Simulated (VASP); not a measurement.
SiC:

```xyz
8
Lattice="0.0000 2.2526 2.2526 4.5052 2.2526 -2.2526 -4.5052 2.2526 -2.2526" Properties=species:S:1:pos:R:3 pbc="T T T"
C     1.1263    3.3789   -3.3789
C     1.1263    1.1263   -1.1263
C     2.2526    2.2526   -2.2526
C     0.0000    4.5052   -2.2526
Si    3.3789    3.3789   -1.1263
Si   -1.1263    3.3789   -1.1263
Si   -2.2526    2.2526   -2.2526
Si    0.0000    2.2526    0.0000
```

The cell comes from a database or a generator and needn't be the stable form of this composition.

| Quantity | Value |
| --- | --- |
| Program | VASP 6.6.1 |
| Task | relaxation of cell and atoms |
| Functional | PBEsol |
| Potentials or basis | VASP PAW PBE potentials, release 64 (C, Si) |
| Cutoff | 600 eV |
| k mesh | 3 × 2 × 2 |
| Occupations | gaussian, width 0.02 eV |
| Spin | no spin polarisation |

At the start: pressure 17.0 GPa; volume 11.43 Å³/atom.

Q: How do energy, volume and symmetry change on relaxing?

A: Over 31 steps the energy falls by 705.1 meV/atom and the volume is 10.66 Å³/atom (-6.7 %); space group Pm (No. 6, to 0.05 Å).

Step by step:
| step | energy change (eV) | largest force (eV/Å) | pressure (GPa) | volume (Å³) |
| --- | --- | --- | --- | --- |
| 1 | 0.0000 | 10.1287 | 17.01 | 91.44 |
| 2 | -1.2322 | 5.2689 | -14.77 | 108.43 |
| 3 | -3.7359 | 1.6888 | -9.28 | 99.01 |
| 4 | -3.7491 | 1.6816 | -8.68 | 98.66 |
| 5 | -3.7536 | 1.6761 | -7.99 | 98.29 |
| 6 | -4.5111 | 2.0902 | -1.26 | 91.57 |
| 7 | -4.6963 | 1.7490 | 11.86 | 83.97 |
| 8 | -4.7490 | 2.0005 | 5.97 | 86.82 |
| 9 | -5.1310 | 0.9328 | 4.63 | 85.81 |
| 10 | -5.1729 | 1.4162 | 4.56 | 85.39 |
| 11 | -5.4008 | 1.2578 | -0.42 | 86.81 |
| 12 | -5.4748 | 0.9701 | -4.22 | 88.22 |
| 13 | -5.5334 | 0.5047 | -2.03 | 86.93 |
| 14 | -5.5407 | 0.6999 | -0.98 | 86.33 |
| 15 | -5.5793 | 0.4007 | 0.29 | 85.50 |
| 16 | -5.5903 | 0.4293 | 1.66 | 84.72 |
| 17 | -5.6110 | 0.3727 | 0.58 | 85.06 |
| 18 | -5.6144 | 0.4519 | -0.01 | 85.27 |
| 19 | -5.6280 | 0.2387 | -0.15 | 85.41 |
| 20 | -5.6299 | 0.2776 | -0.22 | 85.48 |
| 21 | -5.6356 | 0.1260 | -0.04 | 85.40 |
| 22 | -5.6359 | 0.1567 | 0.01 | 85.38 |
| 23 | -5.6385 | 0.0864 | -0.02 | 85.34 |
| 24 | -5.6386 | 0.0911 | -0.02 | 85.34 |
| 25 | -5.6396 | 0.0653 | 0.01 | 85.31 |
| 26 | -5.6396 | 0.0677 | 0.02 | 85.30 |
| 27 | -5.6402 | 0.0506 | 0.03 | 85.30 |
| 28 | -5.6402 | 0.0519 | 0.03 | 85.30 |
| 29 | -5.6405 | 0.0388 | -0.03 | 85.33 |
| 30 | -5.6405 | 0.0400 | -0.03 | 85.33 |
| 31 | -5.6406 | 0.0162 | -0.02 | 85.31 |

Final structure:
```yaml
crystal:
  lattice:
    - [0.00000, 2.04778, 2.04778]
    - [4.70747, 2.44251, -2.44251]
    - [-4.40065, 2.14151, -2.14151]
  atoms:
    - { symbol: C, position: [0.00000, 0.83247, 0.60195] }
    - { symbol: C, position: [0.00000, 0.45040, 0.15315] }
    - { symbol: C, position: [0.00000, 0.73235, 0.27827] }
    - { symbol: C, position: [0.50000, 0.75259, 0.72018] }
    - { symbol: Si, position: [0.50000, 0.84959, 0.11996] }
    - { symbol: Si, position: [0.50000, 0.41617, 0.63472] }
    - { symbol: Si, position: [0.00000, 0.19531, 0.79334] }
    - { symbol: Si, position: [0.50000, 0.27113, 0.19843] }
```

Caveat: the k mesh is coarse (spacing up to 0.66 Å⁻¹), so the values aren't converged; the PAW data sets were made with another functional, which shifts forces and pressure a little.
